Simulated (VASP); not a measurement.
Set up this calculation in VASP 6.6.1, as the native input.

| Item | Value |
| --- | --- |
| Task | relaxation of cell and atoms |
| Functional | PBEsol |
| Potentials or basis | VASP PAW PBE potentials, release 64 (B, As) |
| Cutoff | 600 eV |
| k mesh | 8 × 8 × 8 |
| Occupations | gaussian, width 0.01 eV |
| Spin | no spin polarisation |
| Dipole correction | no |
| Further INCAR settings | ALGO = Normal; EDIFF = 1e-07; IBRION = 2; EDIFFG = -0.002; NSW = 80; ISIF = 3 |

The structure of BAs lies in POSCAR:

```
BAs
1.0
    0.0000000000      2.3900000000      2.3900000000
    2.3900000000      0.0000000000      2.3900000000
    2.3900000000      2.3900000000      0.0000000000
B As
1 1
Direct
    0.0000000000      0.0000000000      0.0000000000
    0.2500000000      0.2500000000      0.2500000000
```

The cell was built by a generator and needn't be a form met in nature.

These files were run (other wordings do the same):

INCAR

```
SYSTEM = BAs
PREC = Accurate
ENCUT = 600
EDIFF = 1E-7
ISMEAR = 0
SIGMA = 0.01
LREAL = .FALSE.
LASPH = .TRUE.
NELM = 60
ALGO = Normal
ISIF = 3
LWAVE = .FALSE.
LCHARG = .FALSE.
GGA = PS
IBRION = 2
NSW = 80
EDIFFG = -0.002
```

KPOINTS

```
Automatic mesh
0
G
  8 8 8
  0 0 0
```

Potentials or basis: VASP PAW PBE potentials, release 64 (B, As).

Command:

```bash
$ cat potpaw_PBE.64/B/POTCAR potpaw_PBE.64/As/POTCAR > POTCAR
$ mpirun -np 1 vasp_std > vasp.out
```

Results of the run:

```
Relaxed volume                         : 13.63 Å³/atom
Relaxed cell                           : a = 3.378 Å, b = 3.378 Å, c = 3.378 Å, α = 60.00°, β = 60.00°, γ = 60.00°
Space group after relaxing (to 0.05 Å) : F-43m (No. 216)
Energy gained by relaxing              : 0.0 meV/atom
Ionic steps                            : 3
Pressure after relaxing                : 0.0 GPa
Band gap on the k mesh                 : 1.09 eV, indirect (least direct gap 3.24 eV)
```

Caveat: the PAW data sets were made with another functional, which shifts forces and pressure a little.

It took 11 s on 1 thread of Intel(R) Xeon(R) 6975P-C (Granite Rapids), with other jobs on the host, peak memory 0.16 GiB.
